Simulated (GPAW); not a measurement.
Here is a GPAW 26.7.0 calculation.

The input run.py:

```python
import json
import numpy as np
from ase.dft.bandgap import bandgap
from ase.io import read, write
from gpaw import GPAW, PW
from gpaw.response.g0w0 import G0W0

atoms = read('MgO.xyz')

calc = GPAW(mode=PW(650),
            xc='PBE',
            kpts={'size': (5, 5, 5), 'gamma': True},
            occupations={'name': 'fermi-dirac', 'width': 0.001},
            nbands=16,
            convergence={'density': 1e-06},
            maxiter=150,
            txt='gpaw.txt')
atoms.calc = calc
energy = atoms.get_potential_energy()
calc.write('gs.gpw')
write('result.traj', atoms)
print(f'Energy: {energy:.6f} eV')
print('Fermi level:', round(calc.get_fermi_level(), 4), 'eV')
print(f'Gap: {bandgap(calc)[0]:.4f} eV, direct: {bandgap(calc, direct=True)[0]:.4f} eV')

calc.diagonalize_full_hamiltonian(nbands=45)
calc.write('full.gpw', mode='all')

ibz = calc.get_ibz_k_points()
gap, vbm, cbm = bandgap(calc, output=None)
gap, direct, _ = bandgap(calc, direct=True, output=None)
gamma = int(np.abs(ibz).sum(1).argmin())
kpts = sorted({gamma, vbm[1], cbm[1], direct[1]})
gw = G0W0(calc='full.gpw',
          filename='gw',
          ecut=102.8,
          ecut_extrapolation=True,
          relbands=(-2, 2),
          kpts=kpts,
          integrate_gamma='WS',
          ppa=True)
gw.calculate()
results = {mode: {key: np.asarray(r[key]).tolist() for key in ['f', 'eps', 'vxc', 'exx', 'sigma', 'Z', 'qp', 'sigma_eskn']}
           for mode, r in gw.all_results.items()}
json.dump({'kpts': ibz[kpts].tolist(), 'results': results}, open('gw.json', 'w'))
for mode, r in results.items():
    f, qp = np.array(r['f']), np.array(r['qp'])
    print(mode, 'quasiparticle energies (eV):')
    print(qp.round(3))
    print(mode, 'gap:', round(qp[f < 0.5].min() - qp[f > 0.5].max(), 4), 'eV')
```

MgO.xyz

```xyz
2
Lattice="0.0000000000 2.0686600618 2.0686600618 2.0686600618 0.0000000000 2.0686600618 2.0686600618 2.0686600618 0.0000000000" Properties=species:S:1:pos:R:3 pbc="T T T"
Mg     0.0000000000      0.0000000000      0.0000000000
O      2.0686600618      2.0686600618      2.0686600618
```

Potentials or basis: GPAW PAW data sets (gpaw-data 1.2.1), pw.

Launch:

```console
$ OMP_NUM_THREADS=1 python run.py
```

(1) What does it give for the quasiparticle gap?

(2) What does it give for the least direct quasiparticle gap?

(3) Predict the band gap on the k mesh, mean-field level.

Answers

(1) 7.91 eV.

(2) 7.91 eV.

(3) 5.30 eV, direct.

Caveat: the k mesh is coarse (spacing up to 0.53 Å⁻¹), so the values aren't converged; the extrapolation in the response cutoff is poor; the quasiparticle gap is taken among the few k points that were corrected; the long-wavelength limit can be off by a per cent or two.
